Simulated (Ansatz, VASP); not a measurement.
**HfN in VASP and in Ansatz**

```xyz
8
Lattice="3.1831 0.0000 0.0000 0.0000 3.1831 0.0000 0.0000 0.0000 23.7523" Properties=species:S:1:pos:R:3 pbc="T T T"
Hf    1.5915    1.5915    8.5000
Hf    0.0000    0.0000   10.7508
Hf    1.5915    1.5915   12.9977
Hf    0.0000    0.0000   15.1623
N     0.0000    0.0000    8.5000
N     1.5915    1.5915   10.7508
N     0.0000    0.0000   13.0259
N     1.5915    1.5915   15.3224
```

Alike in both runs: functional PBEsol; k mesh 9 × 9 × 1; occupations gaussian, width 0.1 eV; no spin polarisation.

Ansatz relaxed the structure, and its values are those at the end. VASP's run is a single point on that final structure, the one shown.

```csv
,VASP,Ansatz
version,VASP 6.6.1,Ansatz 0.2.0
potentials or method,"VASP PAW PBE potentials, release 64 (Hf_pv, N)","scalar-relativistic, plane waves, PAW"
plane-wave cutoff (eV),520,420
valence electrons in the cell,60,124
```

```tsv
	VASP	Ansatz	Ansatz less VASP
gap on the k mesh at the Fermi level (eV)	none	none	-
rms of the force components (eV/Å)	0.398	0.389	-0.0097
```

A gap of «none» marks a metal or a gap that the smearing closes. The two sets of potentials don't hold the same shells in valence. Ansatz warned: «xc_potential_rough_in_thin_density».

Caveats: the PAW data sets were made with another functional, which shifts forces and pressure a little (VASP). The runs have no spin-orbit coupling, so splittings on Hf are missing.
